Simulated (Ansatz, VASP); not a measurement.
Two plane-wave programs on Be

```xyz
1
Lattice="2.2215 0.0000 0.0000 0.0000 2.2215 0.0000 0.0000 0.0000 2.2215" Properties=species:S:1:pos:R:3 pbc="T T T"
Be    0.0000    0.0000    0.0000
```

Alike in both runs: task single point; functional PBEsol; k mesh 16 × 16 × 16; occupations fermi-dirac, width 0.1 eV; no spin polarisation.

|  | VASP | Ansatz |
| --- | --- | --- |
| version | VASP 6.6.1 | Ansatz 0.2.0 |
| potentials or method | VASP PAW PBE potentials, release 64 (Be) | plane waves (420 eV) with PAW, scalar-relativistic |
| plane-wave cutoff (eV) | 520 | 420 |
| valence electrons in the cell | 2 | 2 |

|  | VASP | Ansatz | Ansatz less VASP |
| --- | --- | --- | --- |
| pressure (GPa) | -4.9 | -5.0 | -0.16 |

Ansatz warned: «pseudo_functional_mismatch».

Caveats: the PAW data sets were made with another functional, which shifts forces and pressure a little (VASP).
